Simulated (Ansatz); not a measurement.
Ga$_{2}$O$_{3}$: moving O off its site

Ga$_{2}$O$_{3}$, C2/m, a = 12.455 Å, b = 3.084 Å, c = 5.878 Å, β = 103.7°. Ansatz: PBE, PAW, 420 eV, Γ-centred 10×10×6 mesh on 10 atoms, Gaussian smearing 0.05 eV; no spin polarisation.

```yaml
crystal:
  lattice:
    - [6.22743, -1.54176, 0.01149]
    - [6.22743, 1.54176, 0.01149]
    - [-1.40272, 0.00000, 5.70769]
  atoms:
    - { symbol: Ga, position: [0.08991, 0.08991, 0.79472] }
    - { symbol: Ga, position: [0.91009, 0.91009, 0.20528] }
    - { symbol: Ga, position: [0.65850, 0.65850, 0.31420] }
    - { symbol: Ga, position: [0.34150, 0.34150, 0.68580] }
    - { symbol: O, position: [0.16349, 0.16349, 0.10921] }
    - { symbol: O, position: [0.83651, 0.83651, 0.89079] }
    - { symbol: O, position: [0.17370, 0.17370, 0.56436] }
    - { symbol: O, position: [0.82630, 0.82630, 0.43564] }
    - { symbol: O, position: [0.49602, 0.49602, 0.25668] }
    - { symbol: O, position: [0.50398, 0.50398, 0.74332] }
```

Atom 9 (O) moves by x along the unit vector (-0.206, 0.000, 0.979), with its periodic images; all else is held. y is the free energy of the cell over the start, F the force along the path summed over the moved atoms.

| x (Å) | y (meV) | F (eV/Å) |
| --- | --- | --- |
| -0.200 | 91.3 | 0.92 |
| -0.120 | 33.0 | 0.55 |
| -0.040 | 3.7 | 0.18 |
| 0.000 | 0.0 | 0.00 |
| 0.080 | 15.2 | -0.39 |
| 0.160 | ? | ? |

**Question.** Fit y = c2 x² + c3 x³ + c4 x⁴ to the energies of the other rows, give the force constant, and predict energy and force of the missing row.

**Answer.** Least squares on the rows shown. y = 2331 x² + 459.9 x³ + 1080 x⁴. The force constant is 2 c2 = 4.66 eV/Å² (for all images moving together, not for a lone atom). The force −dy/dx at the missing row is -0.80 eV/Å (computed -0.82). At x = 0.160 the fit asked for gives 62.3 meV. The run gave 63.0 meV, so the fit is 0.7 meV too low, a small miss on the scale of the series. The form still works here, 29 % of the fitted range beyond its end.